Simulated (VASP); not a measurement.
Input of a VASP 6.6.1 run:

The input INCAR:

```
PREC = Accurate
ENCUT = 520
EDIFF = 1E-6
ISMEAR = 0
SIGMA = 0.1
LREAL = False
LASPH = True
NELM = 100
ALGO = Normal
ISIF = 2
LWAVE = False
LCHARG = False
MAGMOM = 0 0 0
LORBIT = 11
LSORBIT = True
GGA_COMPAT = False
LMAXMIX = 4
GGA = PS
```

KPOINTS

```
regular mesh
0
Gamma
  20 20 20
```

File POSCAR:

```
Cu
1.0
    0.0000000000      1.7851100000      1.7851100000
    1.7851100000      0.0000000000      1.7851100000
    1.7851100000      1.7851100000      0.0000000000
Cu
1
Direct
    0.0000000000      0.0000000000      0.0000000000
```

Potentials or basis: VASP PAW PBE potentials, release 64 (Cu).

Run with:

```bash
$ cat potpaw_PBE.64/Cu/POTCAR > POTCAR
$ mpirun -np 1 vasp_ncl > vasp.out
```

Task: Estimate the net moment.

Result: 0.00 μB per cell.

Task: What does it give for the pressure?

Result: -0.1 GPa.

Moments on the atoms (μB; x, y, z):
```
Cu  0.00 0.00 0.00
```

Caveat: the PAW data sets were made with another functional, which shifts forces and pressure a little.
